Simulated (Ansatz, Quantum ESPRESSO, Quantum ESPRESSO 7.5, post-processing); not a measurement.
## Charging graphene, 2 layers, AB stacking

Aim: potential against charge for graphene, 2 layers, AB stacking facing a metal electrode, and the capacitance that follows.

Program: Quantum ESPRESSO 7.5. Level of theory: plane-wave DFT, PBE, GBRV ultrasoft pseudopotentials (geometry by Ansatz 0.2.0 with PAW datasets; geometry under PBE-D3(BJ)). Results are calculated unless marked as measured.

**1. The structure**

The cell holds 4 atoms: 4 C. Its edges and angles: a = 2.467 Å, b = 2.467 Å, c = 19.300 Å, α = 90.0°, β = 90.0°, γ = 120.0°. It derives from C. Vacuum lies along c.

**2. Geometry from Ansatz**

The geometry comes first, from a plane-wave PAW code, so that the later runs on this slab share one structure.

Input file input.yaml:

```yaml
crystal:
  lattice:
    - [2.467, 0.0, 0.0]
    - [-1.2335, 2.1364846711, 0.0]
    - [0.0, 0.0, 19.3]
  atoms:
    - { symbol: C, position: [0.6666666667, 0.3333333333, 0.414507772] }
    - { symbol: C, position: [0.3333333333, 0.6666666667, 0.414507772] }
    - { symbol: C, position: [0.0, 0.0, 0.585492228] }
    - { symbol: C, position: [0.6666666667, 0.3333333333, 0.585492228] }
kpoints:
  mp_grid: { grid: [12, 12, 1] }
hamiltonian:
  xc: pbe
  dispersion: d3bj
scf:
  occupations: { method: fermi_dirac, width: 0.05 }
  convergence: { dr2_threshold: 1.0e-08 }
efield:
  axis: 3
  dipole_correction: true
  ramp_position: 0.97
  ramp_width: 0.04
relax:
  f_tol: 0.01
  cell: { fix: [c, alpha, beta] }
output:
  write_potential: true
  write_density: true
  volumetric_format: npy
```

Started as:

```sh
ansatz run input.yaml --threads 4 --pin off --max-ram 8192MiB --backend cpu --events-out ev --progress --plain --runs-dir out
```

Planned after this: ground state: charge -0.0158 e; self-consistent run: charge -0.0079 e; SCF with pw.x; ground state: charge 0.0079 e; self-consistent run: charge 0.0158 e; self-consistent run: charge 0.0316 e; potential against charge, and the capacitance; ground state: between two electrodes with a field of 0.002 Ry/bohr; ground state, with K_POINTS = [48, 48, 1], ecutwfc = 26 and ecutrho = 130; A check by hand. Settings of the main run: cutoff 40 Ry, smearing, fd smearing, smearing width 0.004 Ry, assume isolated esm, esm bc bc3, tot charge 0 e, SCF threshold 1.00e-8 Ry, startingpot file, gbrv-pbe-1.5 potentials, 36×36×1 k-mesh, charge 0 e a cell, electrode gap 5 Å.

What does the calculation give for the mean capacitance?

Across 5.0 Å of vacuum the capacitance comes to 1.93 μF/cm² (PBE, GBRV ultrasoft). The effective gap is 0.36 Å shorter than the distance from the top atoms, because the added charge sits in front of them, which here outweighs the slab's own density of states in series. The far face's work function moves by 0.53 eV over the series, the shift of the Fermi level through the slab's own bands.

```
mean capacitance                                                            : 1.93 μF/cm²
effective gap ε₀/C                                                          : 4.60 Å
top atoms to the electrode                                                  : 4.95 Å
work function of the neutral slab (potential of zero charge against vacuum) : 4.28 eV
```

The differential capacitance goes from 2.09 µF/cm² on the electron side to 2.02 µF/cm² on the hole side, by way of 1.76. The ions are fixed at the PBE-D3(BJ) geometry, so no force or energy of the charged cells enters. The mesh and the smearing resolve small carrier pockets only roughly.

[Logs are printed without paths, hosts, clocks, repeated set-up lines and the standing remarks that a program may print on its own settings, such as how far it seeks lower states.]

[Hosts, paths, dates, database ids (printed as entryN), source tags and the programs' standing remarks are cut or masked in the printed files.]

[Maps of the electrostatic potential energy from Ansatz leave out the sawtooth potential of an applied field or a dipole correction, so their vacuum need not be flat; planar profiles and work functions include it.]
